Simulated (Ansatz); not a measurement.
**Ag: single point with HSE06**

Crystal: Ag.

```
CELL_PARAMETERS angstrom
0.00000 2.04275 2.04275
2.04275 0.00000 2.04275
2.04275 2.04275 0.00000
ATOMIC_POSITIONS crystal
Ag 0.00000 0.00000 0.00000
```

| Property | Result |
| --- | --- |
| Program | Ansatz 0.2.0 |
| Task | single point |
| Functional | HSE06 |
| Potentials or basis | Ansatz PAW |
| Cutoff | 420 eV (not typed: the program's choice for these potentials) |
| k mesh | 5 × 5 × 5 |
| Occupations | fermi-dirac, width 0.05 eV |
| Spin | spin-orbit coupling, no magnetisation |

```yaml
Pressure: 2.6 GPa
Band_gap_on_the_k_mesh: none (metal or under the smearing width)
```

Levels at points of the mesh, in eV from the Fermi level:
| k point | band 18 | band 19 | band 20 | band 21 | band 22 | band 23 |
| --- | --- | --- | --- | --- | --- | --- |
| (0.00, 0.00, 0.00) | -4.65 | -4.65 | -4.65 | 17.07 | 17.07 | 20.64 |

It took 16 s on 2 threads of Arm Neoverse V2, with other jobs on the host, peak memory 0.56 GiB.

Caveat: the k mesh is coarse (spacing up to 0.53 Å⁻¹), so the values aren't converged, least of all with exact exchange; the PAW data sets come from PBE, with cores solved anew for the run's functional, which leaves a small shift of forces and pressure; the thresholds are loose for stress.
